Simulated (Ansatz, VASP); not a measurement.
# Hf: VASP beside Ansatz

```xyz
1
Lattice="0.0000 2.2492 2.2492 2.2492 0.0000 2.2492 2.2492 2.2492 0.0000" Properties=species:S:1:pos:R:3 pbc="T T T"
Hf    0.0000    0.0000    0.0000
```

Change from the starting cell: volume scaled by 1.04.

Alike in both runs: task single point; functional PBE; k mesh 10 × 10 × 10; occupations fermi-dirac, width 0.05 eV; no spin polarisation.

```csv
,VASP,Ansatz
version,VASP 6.6.1,Ansatz 0.2.0
potentials or method,"VASP PAW PBE potentials, release 64 (Hf_pv)",Ansatz PAW
plane-wave cutoff (eV),520,420
valence electrons in the cell,10,26
```

```tsv
	VASP	Ansatz	Ansatz less VASP
gap on the k mesh at the Fermi level (eV)	none	none	-
pressure (GPa)	-1.5	-1.1	+0.45
```

A gap of «none» marks a metal or a gap that the smearing closes. The two sets of potentials don't hold the same shells in valence.

The runs have no spin-orbit coupling, so splittings on Hf are missing.
